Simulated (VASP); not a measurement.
# AlN in VASP: a series of runs, part 2 of 2

VASP 6.6.1.

## Step 4: Single point, PBEsol

INCAR reads:

```
SYSTEM = AlN
ALGO = Fast ; DIPOL = 0.5 0.5 0.500
EDIFF = 1E-7 ; ENCUT = 520
GGA = PS ; ICORELEVEL = 1
IDIPOL = 3 ; ISIF = 2
ISMEAR = 0 ; LASPH = .TRUE.
LCHARG = .FALSE. ; LDIPOL = .TRUE.
LREAL = .FALSE. ; LUSENCCL = .FALSE.
LVACPOTAV = .TRUE. ; LVHAR = .TRUE.
LWAVE = .FALSE. ; NELM = 80
PREC = Accurate ; SIGMA = 0.03
```

KPOINTS reads:

```
k-points
0
G
  9 6 1
  0 0 0
```

POSCAR reads:

```
AlN                                     
1.0
    3.1131016400      0.0000000000      0.0000000000
    0.0000000000      4.9818130000      0.0000000000
    0.0000000000      0.0000000000     26.6827781500
  Al              N             
    10    10
Direct
     0.9999996499999995    0.9759284654345407    0.2908001813568718
     0.5000006900000002    0.5081234128706242    0.3116342943326953
     0.4999997700000023    0.9994425548372667    0.3835842246458365
     0.0000008100000031    0.5040461283511576    0.4151808700463013
     0.9999998899999980    0.0019771150281655    0.4835163992222739
     0.5000009199999980    0.5019771150281653    0.5164836007777259
     0.5000000000000000    0.0040461283511576    0.5848191299536989
     0.0000010400000008    0.4994425548372666    0.6164157753541636
     0.0000001200000028    0.0081234128706242    0.6883657056673045
     0.5000011599999965    0.4759284654345407    0.7091998186431285
     0.9999996499999995    0.6235640313319077    0.2824221168493080
     0.5000006900000002    0.1261855676063344    0.3146523632178974
     0.4999997700000023    0.6197367851688407    0.3820838401181810
     0.0000008100000031    0.1207811588575923    0.4158657165213960
     0.9999998899999980    0.6202147805135574    0.4831256043368786
     0.5000009199999980    0.1202147805135574    0.5168743956631210
     0.5000000000000000    0.6207811588575924    0.5841342834786039
     0.0000010400000008    0.1197367851688407    0.6179161598818188
     0.0000001200000028    0.6261855676063344    0.6853476367821028
     0.5000011599999965    0.1235640313319077    0.7175778831506917
```

Potentials or basis: VASP PAW PBE potentials, release 64 (Al, N).

Command:

```sh
$ cat potpaw_PBE.64/Al/POTCAR potpaw_PBE.64/N/POTCAR > POTCAR
$ mpirun -np 1 vasp_std > vasp.out
```

OUTCAR:

```text
SYSTEM = AlN
   EDIFF = 1E-7
   ENCUT = 520
   GGA = PS
   ISIF = 2
   ISMEAR = 0
   LASPH = .TRUE.
   LREAL = .FALSE.
   NELM = 80
   PREC = Accurate

 ion  position               nearest neighbor table
   1  1.000  0.976  0.291-  11 1.77  12 1.84  12 1.84   2 2.86   2 2.86   3 2.93   3 2.93   2 3.12
                             2 3.12
   2  0.500  0.508  0.312-  11 1.83  11 1.83  12 1.90  13 1.96   1 2.86   1 2.86   3 3.11   1 3.12
                             1 3.12   4 3.17   4 3.17   3 3.18
   3  0.500  0.999  0.384-  14 1.88  14 1.88  13 1.89  12 1.94   1 2.93   1 2.93   4 3.04   4 3.04
                             4 3.07   4 3.07   5 3.09   5 3.09   2 3.11   2 3.18
   4  0.000  0.504  0.415-  13 1.88  13 1.88  15 1.90  14 1.91   3 3.04   3 3.04   3 3.07   3 3.07
                             5 3.08   5 3.10   6 3.12   6 3.12   2 3.17   2 3.17
   5  1.000  0.002  0.484-  16 1.89  16 1.89  14 1.90  15 1.90   6 3.07   6 3.07   6 3.07   6 3.07
                             4 3.08   3 3.09   3 3.09   4 3.10   7 3.12   7 3.12
   6  0.500  0.502  0.516-  15 1.89  15 1.89  17 1.90  16 1.90   5 3.07   5 3.07   5 3.07   5 3.07
                             7 3.08   8 3.09   8 3.09   7 3.10   4 3.12   4 3.12
   7  0.500  0.004  0.585-  18 1.88  18 1.88  16 1.90  17 1.91   8 3.04   8 3.04   8 3.07   8 3.07
                             6 3.08   6 3.10   5 3.12   5 3.12   9 3.17   9 3.17
   8  0.000  0.499  0.616-  17 1.88  17 1.88  18 1.89  19 1.94  10 2.93  10 2.93   7 3.04   7 3.04
                             7 3.07   7 3.07   6 3.09   6 3.09   9 3.11   9 3.18
   9  0.000  0.008  0.688-  20 1.83  20 1.83  19 1.90  18 1.96  10 2.86  10 2.86   8 3.11  10 3.12
                            10 3.12   7 3.17   7 3.17   8 3.18
  10  0.500  0.476  0.709-  20 1.77  19 1.84  19 1.84   9 2.86   9 2.86   8 2.93   8 2.93   9 3.12
                             9 3.12
  11  1.000  0.624  0.282-   1 1.77   2 1.83   2 1.83
  12  0.500  0.126  0.315-   1 1.84   1 1.84   2 1.90   3 1.94
  13  0.500  0.620  0.382-   4 1.88   4 1.88   3 1.89   2 1.96
  14  0.000  0.121  0.416-   3 1.88   3 1.88   5 1.90   4 1.91
  15  1.000  0.620  0.483-   6 1.89   6 1.89   5 1.90   4 1.90
  16  0.500  0.120  0.517-   5 1.89   5 1.89   6 1.90   7 1.90
  17  0.500  0.621  0.584-   8 1.88   8 1.88   6 1.90   7 1.91
  18  0.000  0.120  0.618-   7 1.88   7 1.88   8 1.89   9 1.96
  19  0.000  0.626  0.685-  10 1.84  10 1.84   9 1.90   8 1.94
  20  0.500  0.124  0.718-  10 1.77   9 1.83   9 1.83

  LATTYP: Found a simple orthorhombic cell.
 ALAT       =     3.1131016400
 B/A-ratio  =     1.6002731604
 C/A-ratio  =     8.5711233476

  Lattice vectors:

 A1 = (   3.1131016400,   0.0000000000,   0.0000000000)
 A2 = (   0.0000000000,   4.9818130000,   0.0000000000)
 A3 = (   0.0000000000,   0.0000000000,  26.6827781500)

Analysis of symmetry for initial positions (statically):
=====================================================================
 Subroutine PRICEL returns:
 Original cell was already a primitive cell.

 Routine SETGRP: Setting up the symmetry group for a
 simple orthorhombic supercell.

 Subroutine GETGRP returns: Found  4 space group operations
 (whereof  2 operations were pure point group operations)
 out of a pool of  8 trial point group operations.

The static configuration has the point symmetry C_1h.
 The point group associated with its full space group is C_2v.

Analysis of symmetry for dynamics (positions and initial velocities):
=====================================================================
 Subroutine PRICEL returns:
 Original cell was already a primitive cell.

 Routine SETGRP: Setting up the symmetry group for a
 simple orthorhombic supercell.

 Subroutine GETGRP returns: Found  4 space group operations
 (whereof  2 operations were pure point group operations)
 out of a pool of  8 trial point group operations.

The dynamic configuration has the point symmetry C_1h.
[... 141 lines left out ...]
   PSTRESS=    0.0 pullay stress
   NELECT =      80.0000    total number of electrons
   NUPDOWN=      -1.0000    fix difference up-down
   EMIN   =  10.00;   EMAX   =-10.00  energy-range for DOS
   EFERMI =   0.00;   METHOD = LEGACY
   ISMEAR =     0;   SIGMA  =   0.03  broadening in eV -4-tet -1-fermi 0-gaus
   EFERMI_NEDOS =   21; number of points for ismear=-14 and -15
   IALGO  =     68    algorithm
   IMIX   =      4    mixing-type and parameters
     AMIX     =   0.40;   BMIX     =  1.00
     AMIX_MAG =   1.60;   BMIX_MAG =  1.00
  volume/ion in A,a.u.               =      20.69       139.63
  Fermi-wavevector in a.u.,A,eV,Ry     =   0.946602  1.788819 12.191582  0.896056
  Thomas-Fermi vector in A             =   2.074616
   LORBIT       =      0    0 simple, 1 ext, 2 COOP (PROOUT), +10 PAW based schemes
   GGA     = PS    functional components
   LHFCALC =     F    Hartree Fock is set to
   AEXX    =    0.0000 exact exchange contribution
   IVDW    =     0    specifies the selected vdW correction
   LEPSILON=     F    determine dielectric tensor
   LRPA    =     F    only Hartree local field effects (RPA)
 non-spin polarized calculation
 RMM-DIIS sequential band-by-band and
 Gauss-broadening in eV      SIGMA  =   0.03
  energy-cutoff  :      520.00
  volume of cell :      413.82
 maximum number of plane-waves:     11192
 NGX is ok and might be reduce to    24
   NGX = 11   NGY = 19   NGZ = 99

 dipolmoment           0.000000      0.000000      0.000000 electrons x Angstroem

 number of electron      79.9999993 magnetization

 dipolmoment           0.000000      0.000000     -0.000000 electrons x Angstroem

 Free energy of the ion-electron system (eV)
  ---------------------------------------------------
  ext. energy  EPLUGINS =         0.00000000
  ---------------------------------------------------
  free energy    TOTEN  =      -152.04409744 eV

  energy without entropy =     -152.04409744  energy(sigma->0) =     -152.04409744

 the core state eigenenergies are
   1-  1s  -1503.4607  2s   -100.9863  2p    -62.4309
   2-  1s  -1502.3928  2s    -99.8396  2p    -61.2870
   3-  1s  -1503.2623  2s   -100.6665  2p    -62.1158
   4-  1s  -1502.9337  2s   -100.3461  2p    -61.7950
   5-  1s  -1503.0876  2s   -100.4907  2p    -61.9400
   6-  1s  -1503.0877  2s   -100.4908  2p    -61.9401
   7-  1s  -1502.9336  2s   -100.3460  2p    -61.7949
   8-  1s  -1503.2624  2s   -100.6666  2p    -62.1158
   9-  1s  -1502.3927  2s    -99.8395  2p    -61.2869
  10-  1s  -1503.4607  2s   -100.9864  2p    -62.4310
  11-  1s   -373.1916
  12-  1s   -374.5037
  13-  1s   -373.8485
  14-  1s   -374.1392
  15-  1s   -374.0248
  16-  1s   -374.0248
  17-  1s   -374.1391
  18-  1s   -373.8485
  19-  1s   -374.5037
  20-  1s   -373.1916

 E-fermi :   0.5762     XC(G=0):  -6.1358

 val. band max:        0.3755548680   @ k =   0.3333   0.5000   0.0000
 cond. band min:       3.1219616521   @ k =   0.0000   0.0000   0.0000
 fundamental gap:      2.7464067842
 Fermi energy:         0.5762157909

 k-point     1 :       0.0000    0.0000    0.0000
  band No.  band energies     occupation
      1     -15.0520      2.00000
      2     -14.7956      2.00000
      3     -14.3498      2.00000
      4     -13.7757      2.00000
      5     -13.2443      2.00000
      6     -12.8529      2.00000
[... 1069 lines left out ...]
     50       6.5848      0.00000
     51       6.8958      0.00000

------------------------ aborting loop because EDIFF is reached ----------------------------------------

  FORCE on cell =-STRESS in cart. coord.  units (eV):
  Direction    XX          YY          ZZ          XY          YZ          ZX
  --------------------------------------------------------------------------------------
  -------------------------------------------------------------------------------------
  Total        5.1815205      2.0767380     -0.2080431      0.0000000      0.0000000      0.0000000
  in kB       20.0611597      8.0404529     -0.8054751      0.0000000      0.0000000      0.0000000
  external PRESSURE =       9.0987125 kB  Pullay stress =       0.0000000 kB

 VOLUME and BASIS-vectors are now :
 -----------------------------------------------------------------------------
  energy-cutoff  :      520.00
  volume of cell :      413.82
      direct lattice vectors                 reciprocal lattice vectors
     3.113101640  0.000000000  0.000000000     0.321223049  0.000000000  0.000000000
     0.000000000  4.981813000  0.000000000     0.000000000  0.200730136  0.000000000
     0.000000000  0.000000000 26.682778150     0.000000000  0.000000000  0.037477357

 POSITION                                       TOTAL-FORCE (eV/Angst)
 -----------------------------------------------------------------------------------
      3.11310      4.86189      7.75936         0.000000      0.012192     -0.007137
      1.55655      2.53138      8.31527         0.000000     -0.008142      0.010311
      1.55655      4.97904     10.23509         0.000000      0.001304      0.008249
      0.00000      2.51106     11.07818         0.000000      0.001788      0.003834
      3.11310      0.00985     12.90156         0.000000     -0.003194      0.008137
      1.55655      2.50076     13.78122         0.000000     -0.003194     -0.008137
[... 12 lines left out ...]
      0.00000      3.11954     18.28698         0.000000     -0.009788      0.016772
      1.55655      0.61557     19.14697         0.000000      0.001981     -0.012644
 -----------------------------------------------------------------------------------
    total drift:                               -0.008349      0.002922      0.006732

  FREE ENERGIE OF THE ION-ELECTRON SYSTEM (eV)
  ---------------------------------------------------
  free  energy   TOTEN  =      -152.0440974372 eV

  energy  without entropy=     -152.0440974372  energy(sigma->0) =     -152.04409744

 vacuum level on the upper side and lower side of the slab         6.108         6.108
```

Run time: 3.7 min. Hardware: 1 × NVIDIA H100 80GB with 1 thread of AMD EPYC 7R13 (Zen 3), shared host; peak memory 1.6 GiB.

Results:

| Item | Value |
| --- | --- |
| Free energy | -152.0441 eV |
| Largest force | 0.019 eV/Å |
| Band gap on the k mesh | 2.75 eV, indirect (least direct gap 2.86 eV) |
| Ionisation potential of the upper face | 5.73 eV |

Forces on the atoms (eV/Å):
```
Al   0.000  0.012 -0.007
Al   0.000 -0.008  0.010
Al   0.000  0.001  0.008
Al   0.000  0.002  0.004
Al   0.000 -0.003  0.008
Al   0.000 -0.003 -0.008
Al   0.000  0.002 -0.004
Al   0.000  0.001 -0.008
Al   0.000 -0.008 -0.010
Al   0.000  0.012  0.007
N    0.000  0.002  0.013
N    0.000 -0.010 -0.017
N    0.000  0.003  0.003
N    0.000  0.006  0.000
N    0.000 -0.005 -0.009
N    0.000 -0.005  0.009
N    0.000  0.006  0.000
N    0.000  0.003 -0.003
N    0.000 -0.010  0.017
N    0.000  0.002 -0.013
```

Core levels (eV, on the scale of the bands):
| atom | levels |
| --- | --- |
| 1 Al | 1s -1503.5, 2s -101.0, 2p -62.4 |
| 2 Al | 1s -1502.4, 2s -99.8, 2p -61.3 |
| 3 Al | 1s -1503.3, 2s -100.7, 2p -62.1 |
| 4 Al | 1s -1502.9, 2s -100.3, 2p -61.8 |
| 5 Al | 1s -1503.1, 2s -100.5, 2p -61.9 |
| 6 Al | 1s -1503.1, 2s -100.5, 2p -61.9 |

Caveat: the PAW data sets were made with another functional, which shifts forces and pressure a little.
